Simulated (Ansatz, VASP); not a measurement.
# Si: VASP beside Ansatz

The input INCAR:

```
ALGO = Normal
EDIFF = 1E-6
ENCUT = 520
GGA = PE
ISIF = 2
ISMEAR = -1
LASPH = True
LCHARG = False
LREAL = False
LWAVE = False
NBANDS = 8
NELM = 80
PREC = Accurate
SIGMA = 0.08
```

KPOINTS

```
k-points
0
Gamma
  15 15 15
```

POSCAR

```
Si
1.0
    2.4247662327      0.0000000000      0.0000000000
    0.0000000000      2.4247662327      0.0000000000
    0.0000000000      0.0000000000      2.4247662327
Si
1
Direct
    0.0000000000      0.0000000000      0.0000000000
```

Input for Ansatz:

```yaml
crystal:
  lattice:
    - [2.4247662327, 0.0, 0.0]
    - [0.0, 2.4247662327, 0.0]
    - [0.0, 0.0, 2.4247662327]
  atoms:
    - { symbol: Si, position: [0.0, 0.0, 0.0] }
kpoints:
  mp_grid: { grid: [15, 15, 15] }
scf:
  occupations: { method: fermi_dirac, width: 0.08 }
hamiltonian:
  xc: pbe
  pseudopotentials: { kind: paw }
output:
  forces: true
  stress: true
  eigenvalues: true
  populations: true
  write_density: true
  write_potential: true
  elf: true
  volumetric_format: npy
```

Change from the starting cell: volume scaled by 0.88, PAW files.

Alike in both runs: task single point; functional PBE; k mesh 15 × 15 × 15; occupations fermi-dirac, width 0.08 eV; no spin polarisation.

```csv
,VASP,Ansatz
version,VASP 6.6.1,Ansatz 0.2.0
potentials or method,"VASP PAW PBE potentials, release 64 (Si)","PAW with Ansatz's default frozen-core files, scalar-relativistic"
plane-wave cutoff (eV),520,420
valence electrons in the cell,4,4
```

|  | VASP | Ansatz | Ansatz less VASP |
| --- | --- | --- | --- |
| pressure (GPa) | 17.2 | 17.3 | +0.09 |

Caveats: so large a pressure means that the cell lies far from this level's equilibrium, or that cutoff or potentials fall short (VASP).
